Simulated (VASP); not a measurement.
# SrCl2 (Fm-3m) in VASP: further runs

One crystal, SrCl2, is run at these levels: PBE, PBEsol; tasks: single point.

Program: VASP 6.6.1. These are calculated values, not measurements. Logs are shortened: lines on timing, memory, paths and dates and some standing lists are left out, and cuts for length are marked.

## 1. Starting point

Symmetry: Fm-3m, No. 225, cubic system. The conventional cell has a = 6.977 Å, b = 6.977 Å, c = 6.977 Å, α = 90.00°, β = 90.00°, γ = 90.00°. Sr (site symmetry m-3m) is surrounded by 8 Cl at 3.02 Å. Cl (site symmetry -43m) has 4 Sr at 3.02 Å as nearest neighbours.

## 2. Single point, PBE

INCAR

```
PREC     = Accurate       # precision mode
ENCUT    = 520            # plane-wave cutoff, eV
EDIFF    = 1E-7           # SCF threshold, eV
ISMEAR   = -1             # smearing method
SIGMA    = 0.05           # smearing width, eV
LREAL    = False          # projectors in reciprocal space
LASPH    = True           # aspherical terms in the spheres
NELM     = 60             # most SCF steps
ALGO     = Normal         # electronic algorithm
ISIF     = 2              # what is computed and relaxed
LWAVE    = False          # write WAVECAR
LCHARG   = True           # write CHGCAR
GGA      = PE             # functional
LELF     = True           # ELF
LVHAR    = True         
NBANDS   = 19             # bands
```

KPOINTS

```
regular mesh
0
Gamma
  7 7 7
```

POSCAR

```
SrCl2
1.0
    0.0000000000      3.4883500000      3.4883500000
    3.4883500000      0.0000000000      3.4883500000
    3.4883500000      3.4883500000      0.0000000000
Sr Cl
1 2
Direct
    0.0000000000      0.0000000000      0.0000000000
    0.7500000000      0.7500000000      0.7500000000
    0.2500000000      0.2500000000      0.2500000000
```

Potentials or basis: VASP PAW PBE potentials, release 64 (Sr_sv, Cl).

Launch:

```console
cat potpaw_PBE.64/Sr_sv/POTCAR potpaw_PBE.64/Cl/POTCAR > POTCAR
mpirun -np 1 vasp_std > vasp.out
```

OUTCAR:

```text
PREC = Accurate
   ENCUT = 520
   EDIFF = 1E-7
   ISMEAR = -1
   LREAL = False
   LASPH = True
   NELM = 60
   ISIF = 2
   GGA = PE

 ion  position               nearest neighbor table
   1  0.000  0.000  0.000-   2 3.02   2 3.02   2 3.02   2 3.02   3 3.02   3 3.02   3 3.02   3 3.02

   2  0.750  0.750  0.750-   1 3.02   1 3.02   1 3.02   1 3.02
   3  0.250  0.250  0.250-   1 3.02   1 3.02   1 3.02   1 3.02

  LATTYP: Found a face centered cubic cell.
 ALAT       =     6.9767000000

  Lattice vectors:

 A1 = (   0.0000000000,   3.4883500000,   3.4883500000)
 A2 = (   3.4883500000,   0.0000000000,   3.4883500000)
 A3 = (   3.4883500000,   3.4883500000,   0.0000000000)

Analysis of symmetry for initial positions (statically):
=====================================================================
 Subroutine PRICEL returns:
 Original cell was already a primitive cell.

 Routine SETGRP: Setting up the symmetry group for a
 face centered cubic supercell.

 Subroutine GETGRP returns: Found 48 space group operations
 (whereof 48 operations were pure point group operations)
 out of a pool of 48 trial point group operations.

The static configuration has the point symmetry O_h .

Analysis of symmetry for dynamics (positions and initial velocities):
=====================================================================
 Subroutine PRICEL returns:
 Original cell was already a primitive cell.

 Routine SETGRP: Setting up the symmetry group for a
 face centered cubic supercell.

 Subroutine GETGRP returns: Found 48 space group operations
 (whereof 48 operations were pure point group operations)
 out of a pool of 48 trial point group operations.

The dynamic configuration has the point symmetry O_h .

 Subroutine INISYM returns: Found 48 space group operations
 (whereof 48 operations are pure point group operations),
 and found     1 'primitive' translations

----------------------------------------------------------------------------------------

                                     Primitive cell

  volume of cell :      84.8966

  direct lattice vectors                    reciprocal lattice vectors
     0.000000000  3.488350000  3.488350000    -0.143334241  0.143334241  0.143334241
     3.488350000  0.000000000  3.488350000     0.143334241 -0.143334241  0.143334241
     3.488350000  3.488350000  0.000000000     0.143334241  0.143334241 -0.143334241

  length of vectors
     4.933271880  4.933271880  4.933271880     0.248262188  0.248262188  0.248262188

  position of ions in fractional coordinates (direct lattice)
     0.000000000  0.000000000  0.000000000
     0.750000000  0.750000000  0.750000000
     0.250000000  0.250000000  0.250000000

  ion indices of the primitive-cell ions
   primitive index   ion index
                 1           1
                 2           2
                 3           3

----------------------------------------------------------------------------------------

 KPOINTS: regular mesh

Automatic generation of k-mesh.
 Grid dimensions read from file:
 generate k-points for:    7    7    7

 Generating k-lattice:

  Cartesian coordinates                     Fractional coordinates (reciprocal lattice)
    -0.020476320  0.020476320  0.020476320     0.142857143  0.000000000  0.000000000
     0.020476320 -0.020476320  0.020476320     0.000000000  0.142857143  0.000000000
     0.020476320  0.020476320 -0.020476320     0.000000000  0.000000000  0.142857143

  Length of vectors
     0.035466027  0.035466027  0.035466027

  Shift w.r.t. Gamma in fractional coordinates (k-lattice)
     0.000000000  0.000000000  0.000000000

 Subroutine IBZKPT returns following result:
 ===========================================

 Found     20 irreducible k-points:

 Following reciprocal coordinates:
            Coordinates               Weight
  0.000000  0.000000  0.000000      1.000000
  0.142857  0.000000  0.000000      8.000000
  0.285714  0.000000  0.000000      8.000000
  0.428571  0.000000  0.000000      8.000000
  0.142857  0.142857  0.000000      6.000000
  0.285714  0.142857  0.000000     24.000000
[... 12 lines left out ...]
 -0.428571  0.428571  0.142857     24.000000
 -0.285714  0.428571  0.142857     24.000000
   k-points           NKPTS =     20   k-points in BZ     NKDIM =     20   number of bands    NBANDS=     19
   number of dos      NEDOS =    301   number of ions     NIONS =      3
   total plane-waves  NPLWV =  64000
   dimension x,y,z NGX =    40 NGY =   40 NGZ =   40
   dimension x,y,z NGXF=    80 NGYF=   80 NGZF=   80
   ions per type =               1   2
   NGX,Y,Z   is equivalent  to a cutoff of  13.48, 13.48, 13.48 a.u.
   NGXF,Y,Z  is equivalent  to a cutoff of  26.96, 26.96, 26.96 a.u.
 SYSTEM =  unknown system
   PREC   = accura    normal or accurate (medium, high low for compatibility)
   ISTART =      0    job   : 0-new  1-cont  2-samecut
   ICHARG =      2    charge: 1-file 2-atom 10-const
   ISPIN  =      1    spin polarized calculation?
   LNONCOLLINEAR =      F non collinear calculations
   LSORBIT =      F    spin-orbit coupling
   LASPH  =      T    aspherical Exc in radial PAW
   ENCUT  =  520.0 eV  38.22 Ry    6.18 a.u.   9.17  9.17  9.17*2*pi/ulx,y,z
   NELM   =     60;   NELMIN=  2; NELMDL= -5     # of ELM steps
   EDIFF  = 0.1E-06   stopping-criterion for ELM
   LREAL  =      F    real-space projection
   EDIFFG = 0.1E-05   stopping-criterion for IOM
   NSW    =      0    number of steps for IOM
   IBRION =     -1    ionic relax: 0-MD 1-quasi-New 2-CG
   NFREE  =      0    steps in history (QN), initial steepest desc. (CG)
   ISIF   =      2    stress and relaxation
   ISYM   =      2    0-nonsym 1-usesym 2-fastsym
   POTIM  = 0.5000    time-step for ionic-motion
   TEBEG  =    0.0;   TEEND  =   0.0 temperature during run
   PSTRESS=    0.0 pullay stress
   NELECT =      24.0000    total number of electrons
   NUPDOWN=      -1.0000    fix difference up-down
   EMIN   =  10.00;   EMAX   =-10.00  energy-range for DOS
   EFERMI =   0.00;   METHOD = LEGACY
   ISMEAR =    -1;   SIGMA  =   0.05  broadening in eV -4-tet -1-fermi 0-gaus
   EFERMI_NEDOS =   21; number of points for ismear=-14 and -15
   IALGO  =     38    algorithm
   IMIX   =      4    mixing-type and parameters
     AMIX     =   0.40;   BMIX     =  1.00
     AMIX_MAG =   1.60;   BMIX_MAG =  1.00
  volume/ion in A,a.u.               =      28.30       190.97
  Fermi-wavevector in a.u.,A,eV,Ry     =   1.074439  2.030396 15.706833  1.154420
  Thomas-Fermi vector in A             =   2.210267
   LORBIT       =      0    0 simple, 1 ext, 2 COOP (PROOUT), +10 PAW based schemes
   GGA     = PE    functional components
   LHFCALC =     F    Hartree Fock is set to
   AEXX    =    0.0000 exact exchange contribution
   IVDW    =     0    specifies the selected vdW correction
   LEPSILON=     F    determine dielectric tensor
   LRPA    =     F    only Hartree local field effects (RPA)
 non-spin polarized calculation
  energy-cutoff  :      520.00
  volume of cell :       84.90
 maximum number of plane-waves:      2301
 NGX is ok and might be reduce to    40
   NGX = 19   NGY = 19   NGZ = 19

 number of electron      24.0000003 magnetization

 Free energy of the ion-electron system (eV)
  ---------------------------------------------------
  ext. energy  EPLUGINS =         0.00000000
  ---------------------------------------------------
  free energy    TOTEN  =       -12.78235787 eV

  energy without entropy =      -12.78235787  energy(sigma->0) =      -12.78235787

 E-fermi :   1.1574     XC(G=0):  -8.2829

 val. band max:        0.1178583199   @ k =  -0.4286   0.4286   0.0000
 cond. band min:       5.4907940350   @ k =   0.0000   0.0000   0.0000
 fundamental gap:      5.3729357151
 Fermi energy:         1.1574174520

 k-point     1 :       0.0000    0.0000    0.0000
  band No.  band energies     occupation
      1     -32.7343      2.00000
      2     -14.7260      2.00000
      3     -14.7260      2.00000
      4     -14.7260      2.00000
      5     -13.1527      2.00000
      6     -12.3027      2.00000
[... 11 lines left out ...]
     18       9.1881      0.00000
     19       9.4667      0.00000

 k-point     2 :       0.1429    0.0000    0.0000
  band No.  band energies     occupation
      1     -32.7337      2.00000
      2     -14.7934      2.00000
      3     -14.7286      2.00000
      4     -14.7286      2.00000
      5     -13.0376      2.00000
      6     -12.3464      2.00000
[... 11 lines left out ...]
     18       8.9438      0.00000
     19       9.8883      0.00000

 k-point     3 :       0.2857    0.0000    0.0000
  band No.  band energies     occupation
      1     -32.7324      2.00000
      2     -14.9175      2.00000
      3     -14.7344      2.00000
      4     -14.7344      2.00000
      5     -12.8311      2.00000
      6     -12.4131      2.00000
[... 11 lines left out ...]
     18       8.7526      0.00000
     19       9.5770      0.00000

 k-point     4 :       0.4286    0.0000    0.0000
  band No.  band energies     occupation
      1     -32.7313      2.00000
      2     -14.9987      2.00000
      3     -14.7391      2.00000
      4     -14.7391      2.00000
      5     -12.7561      2.00000
      6     -12.3879      2.00000
[... 11 lines left out ...]
     18       8.7586      0.00000
     19       8.8269      0.00000

 k-point     5 :       0.1429    0.1429    0.0000
  band No.  band energies     occupation
      1     -32.7335      2.00000
      2     -14.8097      2.00000
      3     -14.7322      2.00000
      4     -14.7322      2.00000
      5     -12.9968      2.00000
      6     -12.3631      2.00000
[... 11 lines left out ...]
     18       8.9315      0.00000
     19       9.2063      0.00000

 k-point     6 :       0.2857    0.1429    0.0000
  band No.  band energies     occupation
      1     -32.7324      2.00000
      2     -14.9019      2.00000
      3     -14.7462      2.00000
      4     -14.7386      2.00000
      5     -12.8103      2.00000
      6     -12.4323      2.00000
[... 11 lines left out ...]
     18       8.8264      0.00000
     19       9.5061      0.00000

 k-point     7 :       0.4286    0.1429    0.0000
  band No.  band energies     occupation
      1     -32.7313      2.00000
      2     -14.9748      2.00000
      3     -14.7730      2.00000
      4     -14.7431      2.00000
      5     -12.6920      2.00000
      6     -12.4346      2.00000
[... 11 lines left out ...]
     18       8.7814      0.00000
     19       9.4397      0.00000

 k-point     8 :      -0.4286    0.1429    0.0000
  band No.  band energies     occupation
      1     -32.7309      2.00000
      2     -14.9887      2.00000
      3     -14.7901      2.00000
      4     -14.7422      2.00000
      5     -12.6862      2.00000
      6     -12.4052      2.00000
[... 168 lines left out ...]
 k-point    16 :      -0.4286    0.4286    0.0000
  band No.  band energies     occupation
      1     -32.7301      2.00000
      2     -15.0438      2.00000
      3     -14.7937      2.00000
      4     -14.7567      2.00000
      5     -12.5841      2.00000
      6     -12.4115      2.00000
[... 11 lines left out ...]
     18       9.4329      0.00000
     19       9.8346      0.00000

 k-point    17 :       0.4286    0.2857    0.1429
  band No.  band energies     occupation
      1     -32.7314      2.00000
      2     -14.9520      2.00000
      3     -14.7878      2.00000
      4     -14.7428      2.00000
      5     -12.6477      2.00000
      6     -12.4874      2.00000
[... 11 lines left out ...]
     18       8.5671      0.00000
     19       9.7979      0.00000

 k-point    18 :      -0.4286    0.2857    0.1429
  band No.  band energies     occupation
      1     -32.7306      2.00000
      2     -14.9623      2.00000
      3     -14.8455      2.00000
      4     -14.7484      2.00000
      5     -12.5871      2.00000
      6     -12.4608      2.00000
[... 11 lines left out ...]
     18       9.0850      0.00000
     19       9.8392      0.00000

 k-point    19 :      -0.4286    0.4286    0.1429
  band No.  band energies     occupation
      1     -32.7302      2.00000
      2     -15.0098      2.00000
      3     -14.8190      2.00000
      4     -14.7569      2.00000
      5     -12.5512      2.00000
      6     -12.4572      2.00000
[... 11 lines left out ...]
     18       9.3485      0.00000
     19      10.0461      0.00000

 k-point    20 :      -0.2857    0.4286    0.1429
  band No.  band energies     occupation
      1     -32.7302      2.00000
      2     -14.9482      2.00000
      3     -14.8950      2.00000
      4     -14.7559      2.00000
      5     -12.5238      2.00000
      6     -12.4694      2.00000
[... 11 lines left out ...]
     18       9.5028      0.00000
     19      10.5854      0.00000

------------------------ aborting loop because EDIFF is reached ----------------------------------------

  FORCE on cell =-STRESS in cart. coord.  units (eV):
  Direction    XX          YY          ZZ          XY          YZ          ZX
  --------------------------------------------------------------------------------------
  -------------------------------------------------------------------------------------
  Total        0.5698710      0.5698710      0.5698710      0.0000000      0.0000000      0.0000000
  in kB       10.7546677     10.7546677     10.7546677      0.0000000      0.0000000      0.0000000
  external PRESSURE =      10.7546677 kB  Pullay stress =       0.0000000 kB

 VOLUME and BASIS-vectors are now :
 -----------------------------------------------------------------------------
  energy-cutoff  :      520.00
  volume of cell :       84.90
      direct lattice vectors                 reciprocal lattice vectors
     0.000000000  3.488350000  3.488350000    -0.143334241  0.143334241  0.143334241
     3.488350000  0.000000000  3.488350000     0.143334241 -0.143334241  0.143334241
     3.488350000  3.488350000  0.000000000     0.143334241  0.143334241 -0.143334241

 POSITION                                       TOTAL-FORCE (eV/Angst)
 -----------------------------------------------------------------------------------
      0.00000      0.00000      0.00000         0.000000      0.000000      0.000000
      5.23252      5.23252      5.23252         0.000000      0.000000     -0.000000
      1.74418      1.74418      1.74418        -0.000000     -0.000000     -0.000000
 -----------------------------------------------------------------------------------
    total drift:                               -0.000000     -0.000000      0.000000

  FREE ENERGIE OF THE ION-ELECTRON SYSTEM (eV)
  ---------------------------------------------------
  free  energy   TOTEN  =       -12.7823578692 eV

  energy  without entropy=      -12.7823578691  energy(sigma->0) =      -12.78235787
```

Wall time 25 s (1 thread of Intel Xeon 6975P-C (Granite Rapids), shared host); peak memory 0.22 GiB.

Results:

* Free energy: -12.7824 eV
* Pressure: 1.1 GPa
* Band gap on the k mesh: 5.37 eV, indirect (least direct gap 5.68 eV)

Caveat: an odd mesh through Γ misses points on the zone boundary, where band edges often lie.

## 3. Single point, PBE (atoms moved at random, drawn with an rms of 0.05 Å)

INCAR

```
PREC = Accurate
ENCUT = 520
EDIFF = 1E-7
ISMEAR = -1
SIGMA = 0.05
LREAL = False
LASPH = True
NELM = 100
ALGO = Normal
ISIF = 2
LWAVE = False
LCHARG = False
GGA = PE
NBANDS = 19
```

KPOINTS is that of step 2.

POSCAR

```
SrCl2
1.0
    0.0000000000      3.4883500000      3.4883500000
    3.4883500000      0.0000000000      3.4883500000
    3.4883500000      3.4883500000      0.0000000000
Sr Cl
1 2
Direct
   -0.0097240000     -0.0002240000     -0.0007080000
    0.7494120000      0.7559290000      0.7488050000
    0.2603750000      0.2503140000      0.2444680000
```

Potentials or basis: VASP PAW PBE potentials, release 64 (Sr_sv, Cl).

Launch:

```console
cat potpaw_PBE.64/Sr_sv/POTCAR potpaw_PBE.64/Cl/POTCAR > POTCAR
mpirun -np 1 vasp_std > vasp.out
```

Run time: 3 min. Hardware: 1 thread of Intel Xeon 6975P-C (Granite Rapids), shared host; peak memory 0.41 GiB.

The run converged. Its results:

- Free energy: -12.7719 eV
- Pressure: 1.2 GPa
- Largest force: 0.220 eV/Å
- Band gap on the k mesh: 5.36 eV, indirect (least direct gap 5.67 eV)

Forces on the atoms (eV/Å):
```
Sr  -0.005  0.127  0.180
Cl  -0.086 -0.014 -0.049
Cl   0.091 -0.113 -0.131
```

Stress tensor (GPa, compression positive):
```
 1.17 -0.09 -0.11
-0.09  1.16  0.23
-0.11  0.23  1.14
```

Levels at points of the mesh, in eV from the valence-band top:
```csv
k point,band 8,band 9,band 10,band 11,band 12,band 13,band 14,band 15,band 16,band 17
"(0.00, 0.00, 0.00)",-2.09,-2.09,-0.32,-0.31,-0.31,5.36,6.13,6.14,8.96,8.98
```

Caveat: an odd mesh through Γ misses points on the zone boundary, where band edges often lie.

## 4. Single point, PBEsol

INCAR

```
SYSTEM = SrCl2
PREC = Accurate
ENCUT = 520
EDIFF = 1E-7
ISMEAR = -1
SIGMA = 0.05
LREAL = .FALSE.
LASPH = .TRUE.
NELM = 100
ALGO = Normal
ISIF = 2
LWAVE = .FALSE.
LCHARG = .FALSE.
GGA = PS
NBANDS = 19
```

KPOINTS

```
regular mesh
0
G
  7 7 7
  0 0 0
```

POSCAR

```
SrCl2
1.0
    0.0000000000      3.4883500000      3.4883500000
    3.4883500000      0.0000000000      3.4883500000
    3.4883500000      3.4883500000      0.0000000000
Sr Cl
1 2
Direct
    0.0000000000      0.0000000000      0.0000000000
    0.7500000000      0.7500000000      0.7500000000
    0.2500000000      0.2500000000      0.2500000000
```

Launch:

```console
cat potpaw_PBE.64/Sr_sv/POTCAR potpaw_PBE.64/Cl/POTCAR > POTCAR
mpirun -np 1 vasp_std > vasp.out
```

Wall time 30 s (1 thread of Intel Xeon Platinum 8488C (Sapphire Rapids), shared host); peak memory 0.24 GiB.

The run converged. Its results:

| Quantity | Value |
| --- | --- |
| Free energy | -13.3369 eV |
| Pressure | -0.9 GPa |
| Band gap on the k mesh | 5.17 eV, indirect (least direct gap 5.48 eV) |

Levels at points of the mesh, in eV from the valence-band top:
```csv
k point,band 8,band 9,band 10,band 11,band 12,band 13,band 14,band 15,band 16,band 17
"(0.00, 0.00, 0.00)",-2.13,-2.13,-0.31,-0.31,-0.31,5.17,6.01,6.01,8.91,8.91
```

Caveat: the PAW data sets were made with another functional, which shifts forces and pressure a little; an odd mesh through Γ misses points on the zone boundary, where band edges often lie.

(Part 1 of 2 ends here.)
